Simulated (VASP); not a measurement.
Write the native input for VASP 6.6.1 that does the following.

```yaml
Task: band structure
Functional: LDA
Potentials_or_basis: VASP PAW LDA potentials, release 64 (Hf_pv, O)
Cutoff: 450 eV
k_mesh: 8 × 8 × 8
Occupations: gaussian, width 0.02 eV
Spin: no spin polarisation
Further_INCAR_settings: ALGO = Fast; EDIFF = 1e-06
```

The structure of HfO2 lies in POSCAR:

```
HfO2                                    
1.0
    5.2657535524      0.0000000000      0.0000000000
    0.0000000000      5.0468435636      0.0000000000
    0.0000000000      0.0000000000      5.0768272921
  Hf              O             
     4     8
Direct
     0.0330263864588360    0.2666397942857159    0.2401331592976348
     0.4669736135411640    0.2666397942857159    0.7401331592976348
     0.5330263864588360    0.7333602057142841    0.2401331592976348
     0.9669736135411640    0.7333602057142841    0.7401331592976348
     0.3656013965396454    0.0682652111456079    0.3825706743586608
     0.1343986034603546    0.0682652111456079    0.8825706743586608
     0.7304881752824670    0.4622656845867041    0.4902961663437040
     0.7695118247175330    0.4622656845867041    0.9902961663437040
     0.2695118247175330    0.5377343154132959    0.9902961663437040
     0.2304881752824670    0.5377343154132959    0.4902961663437040
     0.8656013965396454    0.9317347888543921    0.3825706743586608
     0.6343986034603546    0.9317347888543921    0.8825706743586608
```

Measurements of this composition are mostly on another form, of space group No. 14.

One way to write it, as run:

INCAR

```
  PREC = Accurate
  ENCUT = 450
  EDIFF = 1E-6
  ISMEAR = 0
  SIGMA = 0.02
  LREAL = F
  LASPH = T
  NELM = 120
  ALGO = Fast
  ISIF = 2
  LWAVE = F
  LCHARG = F
  LMAXMIX = 4
  KPAR = 8
```

KPOINTS

```
regular mesh
0
Gamma
  8 8 8
```

KPOINTS_OPT

```
path GXSYGZURTZ,YT,UX,SR
15
line-mode
reciprocal
 0.0000000000  0.0000000000  0.0000000000  G
 0.0000000000  0.5000000000  0.0000000000  X

 0.0000000000  0.5000000000  0.0000000000  X
 0.0000000000  0.5000000000  0.5000000000  S

 0.0000000000  0.5000000000  0.5000000000  S
 0.0000000000  0.0000000000  0.5000000000  Y

 0.0000000000  0.0000000000  0.5000000000  Y
 0.0000000000  0.0000000000  0.0000000000  G

 0.0000000000  0.0000000000  0.0000000000  G
 0.5000000000  0.0000000000  0.0000000000  Z

 0.5000000000  0.0000000000  0.0000000000  Z
 0.5000000000  0.5000000000  0.0000000000  U

 0.5000000000  0.5000000000  0.0000000000  U
 0.5000000000  0.5000000000  0.5000000000  R

 0.5000000000  0.5000000000  0.5000000000  R
 0.5000000000  0.0000000000  0.5000000000  T

 0.5000000000  0.0000000000  0.5000000000  T
 0.5000000000  0.0000000000  0.0000000000  Z

 0.0000000000  0.0000000000  0.5000000000  Y
 0.5000000000  0.0000000000  0.5000000000  T

 0.5000000000  0.5000000000  0.0000000000  U
 0.0000000000  0.5000000000  0.0000000000  X

 0.0000000000  0.5000000000  0.5000000000  S
 0.5000000000  0.5000000000  0.5000000000  R
```

Potentials or basis: VASP PAW LDA potentials, release 64 (Hf_pv, O).

Launch:

```bash
$ cat potpaw_LDA.64/Hf_pv/POTCAR potpaw_LDA.64/O/POTCAR > POTCAR
$ mpirun -np 8 vasp_std > vasp.out
```

Results of the run:

```
Largest force           : 0.121 eV/Å
Band gap on the k mesh  : 4.17 eV, indirect (least direct gap 4.41 eV)
Band gap along the path : 4.26 eV, indirect (least direct gap 4.40 eV)
```

Caveat: spin-orbit coupling is left out, which moves the levels of the heavy elements.

Wall time 4.1 min on 8 MPI ranks on Intel(R) Xeon(R) Platinum 8559C (Emerald Rapids), on a shared host, peak memory 0.86 GiB a rank.
